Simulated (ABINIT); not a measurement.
**Quasiparticle gap of BN (Qingsongite) in ABINIT**

Wanted: ground state, empty states, screening and self-energy for BN (Qingsongite).

Calculated with ABINIT 10.8.3; PBE and many-body steps on it, plane waves.

Most raw output is cut from this account.

## Step 1: Set-up

Symmetry: F-43m, No. 216, cubic system. The conventional cell has a = 3.615 Å, b = 3.615 Å, c = 3.615 Å, α = 90.00°, β = 90.00°, γ = 90.00°. B has 4 N at 1.57 Å nearest. Nearest to N lie 4 B at 1.57 Å. Farther neighbours and most contacts between anions are not listed.

The cell and positions come from the Crystallography Open Database and are kept as given unless a step says otherwise.

## Step 2: Ground state

This step: ABINIT 10.8.3; DFT, PBE, plane waves, norm-conserving pseudopotentials.

The ground-state density comes first.

run.abi

```
acell 3*1.0 Angstrom
rprim 
  -0.000000000000 1.807500000000 1.807500000000
  1.807500000000 0.000000000000 1.807500000000
  1.807500000000 1.807500000000 -0.000000000000
ntypat 2
znucl 5 7
natom 2
typat 1 2
xred 
  0.000000000000 0.000000000000 0.000000000000
  0.250000000000 0.250000000000 0.250000000000
pp_dirpath "pseudos"
pseudos "B.upf, N.upf"
ecut 36
ngkpt 10 10 10
nshiftk 1
shiftk 0 0 0
kptopt 1
chksymbreak 0
nband 9
occopt 1
tolvrs 1e-10
nstep 60
prtwf 0
optforces 0
optstress 0
indata_prefix "in"
outdata_prefix "out"
tmpdata_prefix "tmp"
```

Launch:

```
$ OMP_NUM_THREADS=1 mpirun -n 8 abinit run.abi > log
```

It took 2.9 s on 8 MPI ranks of Arm Neoverse V2, shared host; peak memory 0.07 GiB; 22 s of CPU time.

Numbers from this step:

```
total energy               : -364.7007 eV
gap                        : 4.535 eV
k of the valence top       : 0, 0, 0
k of the conduction bottom : 0.5, 0.5, 0
least direct gap           : 8.878 eV
```

The gap is indirect, with the least direct gap 4.34 eV higher.

## Step 3: Bands along the symmetry lines

Levels along a band path, at the cheap level, show where the edges lie and whether the meshes to come will hold them.

run.abi

```
acell 3*1.0 Angstrom
rprim 
  -0.000000000000 1.807500000000 1.807500000000
  1.807500000000 0.000000000000 1.807500000000
  1.807500000000 1.807500000000 -0.000000000000
ntypat 2
znucl 5 7
natom 2
typat 1 2
xred 
  0.000000000000 0.000000000000 0.000000000000
  0.250000000000 0.250000000000 0.250000000000
pp_dirpath "pseudos"
pseudos "B.upf, N.upf"
ecut 36
iscf -2
irdden 1
kptopt 0
nkpt 50
kpt 
  0.00000000 0.00000000 0.00000000
  -0.06250000 -0.06250000 0.00000000
  -0.12500000 -0.12500000 0.00000000
  -0.18750000 -0.18750000 0.00000000
  -0.25000000 -0.25000000 0.00000000
  -0.31250000 -0.31250000 0.00000000
  -0.37500000 -0.37500000 0.00000000
  -0.43750000 -0.43750000 0.00000000
  -0.50000000 -0.50000000 0.00000000
  -0.48437500 -0.48437500 0.03125000
  -0.46875000 -0.46875000 0.06250000
  -0.45312500 -0.45312500 0.09375000
  -0.43750000 -0.43750000 0.12500000
  -0.42187500 -0.42187500 0.15625000
  -0.40625000 -0.40625000 0.18750000
  -0.39062500 -0.39062500 0.21875000
  -0.37500000 -0.37500000 0.25000000
  -0.37500000 0.00000000 0.37500000
  -0.32812500 0.00000000 0.32812500
  -0.28125000 0.00000000 0.28125000
  -0.23437500 0.00000000 0.23437500
  -0.18750000 0.00000000 0.18750000
  -0.14062500 0.00000000 0.14062500
  -0.09375000 0.00000000 0.09375000
  -0.04687500 0.00000000 0.04687500
  0.00000000 0.00000000 0.00000000
  0.00000000 0.00000000 0.06250000
  0.00000000 0.00000000 0.12500000
  0.00000000 0.00000000 0.18750000
  0.00000000 0.00000000 0.25000000
  0.00000000 0.00000000 0.31250000
  0.00000000 0.00000000 0.37500000
  0.00000000 0.00000000 0.43750000
  -0.00000000 -0.00000000 0.50000000
  -0.06250000 -0.03125000 0.46875000
  -0.12500000 -0.06250000 0.43750000
  -0.18750000 -0.09375000 0.40625000
  -0.25000000 -0.12500000 0.37500000
  -0.31250000 -0.15625000 0.34375000
  -0.37500000 -0.18750000 0.31250000
  -0.43750000 -0.21875000 0.28125000
  -0.50000000 -0.25000000 0.25000000
  -0.50000000 -0.28125000 0.21875000
  -0.50000000 -0.31250000 0.18750000
  -0.50000000 -0.34375000 0.15625000
  -0.50000000 -0.37500000 0.12500000
  -0.50000000 -0.40625000 0.09375000
  -0.50000000 -0.43750000 0.06250000
  -0.50000000 -0.46875000 0.03125000
  -0.50000000 -0.50000000 0.00000000
istwfk *1
nband 14
nbdbuf 5
tolwfr 1e-07
nstep 50
prtwf 0
prtvol 0
indata_prefix "in"
outdata_prefix "out"
tmpdata_prefix "tmp"
```

It took 2.4 s on 8 MPI ranks; peak memory 0.07 GiB; 18 s of CPU time.

Numbers from this step:

```yaml
gap: 4.535 eV
k_of_the_valence_top: 0, 0, 0
k_of_the_conduction_bottom: -0.5, -0.5, 0
least_direct_gap: 8.878 eV
```

The gap is 4.535 eV, as in the run before at this level.

The electronic bands at the labelled points (eV, zero at the top of the highest filled band; v1 is the highest filled band, c1 the lowest empty one):

```tsv
point	v4	v3	v2	v1	c1	c2	c3	c4
Γ	-20.21	0.00	0.00	0.00	8.88	8.88	8.88	10.37
halfway	-18.25	-3.97	-3.01	-3.01	6.86	11.62	13.48	13.48
X	-14.62	-8.91	-4.91	-4.91	4.54	9.34	17.91	17.91
halfway	-14.55	-8.69	-5.96	-4.69	5.49	10.28	17.32	17.54
U	-14.54	-8.12	-7.66	-4.08	6.98	12.95	15.84	16.68
jump to K	-14.54	-8.12	-7.66	-4.08	6.98	12.95	15.84	16.68
halfway	-18.03	-5.73	-3.91	-1.12	10.71	10.76	11.24	13.58
Γ	-20.21	0.00	0.00	0.00	8.88	8.88	8.88	10.37
halfway	-18.73	-5.47	-1.13	-1.13	9.70	10.40	10.40	13.57
L	-15.99	-10.68	-1.94	-1.94	10.21	10.78	10.78	15.26
halfway	-15.29	-9.69	-4.82	-3.45	9.66	11.24	14.40	15.79
W	-14.31	-7.58	-6.96	-6.50	9.65	13.35	14.61	14.69
halfway	-14.47	-8.49	-5.77	-5.71	6.58	11.00	16.25	17.43
X	-14.62	-8.91	-4.91	-4.91	4.54	9.34	17.91	17.91
```

## Step 4: Empty states on the mesh, 8×8×8 mesh, 76 bands

The sums over transitions need many empty states on a uniform mesh; this step solves for them.

run.abi

```
acell 3*1.0 Angstrom
rprim 
  -0.000000000000 1.807500000000 1.807500000000
  1.807500000000 0.000000000000 1.807500000000
  1.807500000000 1.807500000000 -0.000000000000
ntypat 2
znucl 5 7
natom 2
typat 1 2
xred 
  0.000000000000 0.000000000000 0.000000000000
  0.250000000000 0.250000000000 0.250000000000
pp_dirpath "pseudos"
pseudos "B.upf, N.upf"
ecut 36
ngkpt 8 8 8
nshiftk 1
shiftk 0 0 0
kptopt 1
chksymbreak 0
irdden 1
istwfk *1
nband 76
prtvol 0
optdriver 6
gwr_task "HDIAGO"
paral_kgb 0
occopt 1
indata_prefix "in"
outdata_prefix "out"
tmpdata_prefix "tmp"
```

The job ended after 4.4 s (8 MPI ranks; peak memory 0.53 GiB; 34 s of CPU time).

Numbers from this step:

```
gap                                                           : 4.535 eV
k of the valence top                                          : 0, 0, 0
k of the conduction bottom                                    : 0.5, 0.5, 0
least direct gap                                              : 8.878 eV
k points computed                                             : 29
lowest point of the top converged band, above the valence top : 156.1506 eV
```

On this mesh the gap is 4.535 eV.

## Step 5: Screening, 8×8×8 mesh, 68 bands, screening to 244.9 eV

The RPA dielectric matrix is built and inverted for each q.

This step: RPA screening on PBE, plane waves, norm-conserving pseudopotentials.

Changes to run.abi since step 4:

```diff
@@ -20,10 +20,11 @@
 chksymbreak 0
-irdden 1
 istwfk *1
-nband 76
-prtvol 0
-optdriver 6
-gwr_task "HDIAGO"
-paral_kgb 0
 occopt 1
+irdwfk 1
+optdriver 3
+nband 68
+ecuteps 9
+inclvkb 2
+awtr 1
+symchi 1
 indata_prefix "in"
```

Elapsed: 19 s, on 8 MPI ranks; peak memory 1 GiB.

This step gave:

* ε∞ with local fields, on this mesh, along the program's q direction: 4.310
* the same without local fields: 4.661
* plasma frequency: 30.56 eV
* plane waves in the screening matrix: 113

Local fields lower ε∞ by 8 %.

## Step 6: Self-energy, 8×8×8 mesh, 68 bands, screening to 244.9 eV

The self-energy is evaluated for the states that the input lists, and the levels follow from it, in one-shot runs by the linearised quasiparticle equation.

This step: G0W0 on PBE, plane waves, norm-conserving pseudopotentials.

run.abi

```
acell 3*1.0 Angstrom
rprim 
  -0.000000000000 1.807500000000 1.807500000000
  1.807500000000 0.000000000000 1.807500000000
  1.807500000000 1.807500000000 -0.000000000000
ntypat 2
znucl 5 7
natom 2
typat 1 2
xred 
  0.000000000000 0.000000000000 0.000000000000
  0.250000000000 0.250000000000 0.250000000000
pp_dirpath "pseudos"
pseudos "B.upf, N.upf"
ecut 36
ngkpt 8 8 8
nshiftk 1
shiftk 0 0 0
kptopt 1
chksymbreak 0
istwfk *1
occopt 1
irdwfk 1
optdriver 4
nband 68
gwcalctyp 0
ecutsigx 36
symsigma 1
nkptgw 29
kptgw 
  0.0000000000 0.0000000000 0.0000000000
  0.1250000000 0.0000000000 0.0000000000
  0.2500000000 0.0000000000 0.0000000000
  0.3750000000 0.0000000000 0.0000000000
  0.5000000000 0.0000000000 0.0000000000
  0.1250000000 0.1250000000 0.0000000000
  0.2500000000 0.1250000000 0.0000000000
  0.3750000000 0.1250000000 0.0000000000
  0.5000000000 0.1250000000 0.0000000000
  -0.3750000000 0.1250000000 0.0000000000
  -0.2500000000 0.1250000000 0.0000000000
  -0.1250000000 0.1250000000 0.0000000000
  0.2500000000 0.2500000000 0.0000000000
  0.3750000000 0.2500000000 0.0000000000
  0.5000000000 0.2500000000 0.0000000000
  -0.3750000000 0.2500000000 0.0000000000
  -0.2500000000 0.2500000000 0.0000000000
  0.3750000000 0.3750000000 0.0000000000
  0.5000000000 0.3750000000 0.0000000000
  -0.3750000000 0.3750000000 0.0000000000
  0.5000000000 0.5000000000 0.0000000000
  0.3750000000 0.2500000000 0.1250000000
  0.5000000000 0.2500000000 0.1250000000
  -0.3750000000 0.2500000000 0.1250000000
  0.5000000000 0.3750000000 0.1250000000
  -0.3750000000 0.3750000000 0.1250000000
  -0.2500000000 0.3750000000 0.1250000000
  -0.3750000000 0.5000000000 0.1250000000
  -0.2500000000 0.5000000000 0.2500000000
bdgw 
  1 8
  1 8
  1 8
  1 8
  1 8
  1 8
  1 8
  1 8
  1 8
  1 8
  1 8
  1 8
  1 8
  1 8
  1 8
  1 8
  1 8
  1 8
  1 8
  1 8
  1 8
  1 8
  1 8
  1 8
  1 8
  1 8
  1 8
  1 8
  1 8
ecuteps 9
irdscr 1
ppmodel 1
indata_prefix "in"
outdata_prefix "out"
tmpdata_prefix "tmp"
```

The job ended after 3.9 min (8 MPI ranks; peak memory 1.3 GiB).

Numbers from this step:

* G0W0 gap on the mesh: 6.008 eV
* starting gap on the mesh: 4.535 eV
* k of the valence top: 0, 0, 0
* k of the conduction bottom: 0.5, 0.5, 0
* Z at the valence top: 0.828
* Z at the conduction bottom: 0.854
* least direct G0W0 gap on the computed points: 10.93 eV

The gap on the mesh goes from 4.53 eV to 6.01 eV, a correction of +1.47 eV.

Limits: finite bands, cutoff and mesh. v1 is the top filled band, c1 the lowest empty one. The levels before and after the correction (eV, zero at the valence-band top of each column):

```tsv
	conduction bottom	valence top
Kohn-Sham	4.53	0.00
G0W0	6.01	0.00
```

```tsv
	level	energy (eV)
Kohn-Sham	Γ v3-v1	0.000
Kohn-Sham	Γ c1-c3	8.878
Kohn-Sham	(0.5 0.5 0) v3	-8.907
Kohn-Sham	(0.5 0.5 0) v2-v1	-4.907
Kohn-Sham	(0.5 0.5 0) c1	4.535
Kohn-Sham	(0.5 0.5 0) c2	9.342
Kohn-Sham	(0.5 0.5 0) c3	17.910
G0W0	Γ v3-v1	0.000
G0W0	Γ c1-c3	10.930
G0W0	(0.5 0.5 0) v3	-9.885
G0W0	(0.5 0.5 0) v2-v1	-5.389
G0W0	(0.5 0.5 0) c1	6.008
G0W0	(0.5 0.5 0) c2	10.939
G0W0	(0.5 0.5 0) c3	20.515
```

## Step 7: Where the time went

Times are wall times on 8 MPI ranks of Arm Neoverse V2, shared host, good to a factor of about two.

```tsv
step	time	share	memory (GiB)
ground state	2.9 s	1 %	0.07
bands along the symmetry lines	2.4 s	1 %	0.07
empty states on the mesh	4.4 s	2 %	0.53
screening	19 s	7 %	1.0
self-energy	3.9 min	89 %	1.3
```

## Step 8: What came out

```json
{"PBE gap": "4.54 eV, indirect", "G0W0 gap on the mesh": "6.01 eV", "GW settings": "8×8×8 mesh, 68 bands, screening to 244.9 eV, Godby-Needs plasmon pole", "known limits": "not at the basis limit"}
```

What this shows: G0W0 moves the gap on the mesh from 4.53 eV to 6.01 eV (+1.47 eV), with Z of 0.83 and 0.85 at the edges. Local fields lower the RPA ε∞ on this mesh from 4.66 to 4.31. The dearest step here is «self-energy». Bands and cutoff are finite, so the gap is not at the basis limit. The miss can reach some tenths of an eV and take either sign; the mesh is an error of its own.

[Paths, hosts, dates, memory and timing lines, banners, echoed tables and standing remarks are left out of the program output.]

[Logs are printed without paths, hosts, clocks, repeated set-up lines and the standing remarks that a program may print on its own settings, such as how far it seeks lower states.]

[Runs of the session that timed out or met a known fault of the program may be left out.]

[Hosts, paths, dates, database ids (printed as entryN), source tags and the programs' standing remarks are cut or masked in the printed files.]

[G0W0 gaps are taken among the corrected bands and points alone; a level outside them can change the order at an edge.]

[Where Ansatz stands beside ABINIT at settings called matched, ABINIT's density can come from a denser mesh and the files from another edition; pairs whose starting gaps differed by over 0.03 eV were left out, so agreement reads better than it is.]
